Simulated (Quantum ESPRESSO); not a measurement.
Input of a Quantum ESPRESSO 7.5 run:

File pw.in:

```
&CONTROL
  calculation = 'vc-relax'
  prefix = 'pwscf'
  outdir = './tmp'
  pseudo_dir = './pseudo'
  tprnfor = .true.
  tstress = .true.
  disk_io = 'low'
  nstep = 40
  forc_conv_thr = 0.0004
  etot_conv_thr = 1d-05
/
&SYSTEM
  ibrav = 0
  nat = 3
  ntyp = 2
  ecutwfc = 52
  ecutrho = 414
  nbnd = 20
  occupations = 'smearing'
  smearing = 'fd'
  degauss = 0.00367493
/
&ELECTRONS
  conv_thr = 6d-10
  electron_maxstep = 120
  mixing_beta = 0.5
/
&IONS
  ion_dynamics = 'bfgs'
/
&CELL
  cell_dynamics = 'bfgs'
  press = 20
  press_conv_thr = 0.3
/
ATOMIC_SPECIES
Mo    95.9500 mo_pbesol_v1.uspp.F.UPF
S     32.0600 s_pbesol_v1.4.uspp.F.UPF
CELL_PARAMETERS angstrom
   3.2274645616    0.0000000000    0.0000000000
  -1.6137322808    2.7950663001    0.0000000000
   0.0000000000    0.0000000000    6.3124734200
ATOMIC_POSITIONS crystal
Mo     0.0000000000    0.0000000000    0.5000000000
S      0.6666666667    0.3333333333    0.7446806800
S      0.3333333333    0.6666666667    0.2553193200
K_POINTS automatic
9 9 4 0 0 0
```

Potentials or basis: GBRV 1.5 PBEsol.

Launch:

```sh
$ OMP_NUM_THREADS=1 mpirun -n 2 pw.x -nk 2 -in pw.in > pw.out
```

**Question.** Predict the relaxed volume.

**Answer.** 16.43 Å³/atom.

**Question.** What does it give for the band gap on the k mesh?

**Answer.** None (metal or under the smearing width).

**Question.** Predict the relaxed cell.

**Answer.** a = 3.144 Å, b = 3.144 Å, c = 5.759 Å, α = 90.00°, β = 90.00°, γ = 120.00°.

**Question.** Estimate the space group after relaxing (to 0.05 Å).

**Answer.** P-3m1 (No. 164).

The path:
| step | energy change (eV) | largest force (eV/Å) | pressure (GPa) | volume (Å³) |
| --- | --- | --- | --- | --- |
| 1 | 0.0000 | 0.0031 | -3.66 | 56.94 |
| 2 | -0.0239 | 0.4297 | 0.17 | 55.32 |
| 3 | -0.0344 | 0.5532 | 2.61 | 53.85 |
| 4 | -0.0411 | 0.3803 | 3.20 | 52.66 |
| 5 | -0.0433 | 0.1388 | 2.28 | 52.28 |
| 6 | -0.0448 | 0.0562 | 1.75 | 52.25 |
| 7 | -0.0466 | 0.0206 | 1.21 | 52.15 |
| 8 | -0.0479 | 0.0804 | 0.82 | 51.93 |
| 9 | -0.0489 | 0.1294 | 0.55 | 51.58 |
| 10 | -0.0495 | 0.1659 | 0.42 | 51.03 |
| 11 | -0.0481 | 0.1749 | 0.56 | 50.22 |
| 12 | -0.0364 | 0.1050 | 1.39 | 48.97 |
| 13 | -0.0428 | 0.0945 | 1.34 | 49.38 |
| 14 | -0.0427 | 0.0594 | 1.58 | 49.35 |
| 15 | -0.0422 | 0.0058 | 1.97 | 49.29 |
| 16 | -0.0422 | 0.0000 | 2.00 | 49.29 |

Caveat: this functional lacks dispersion, which binds the layers, so the pressure and a relaxed spacing across them are unreliable.
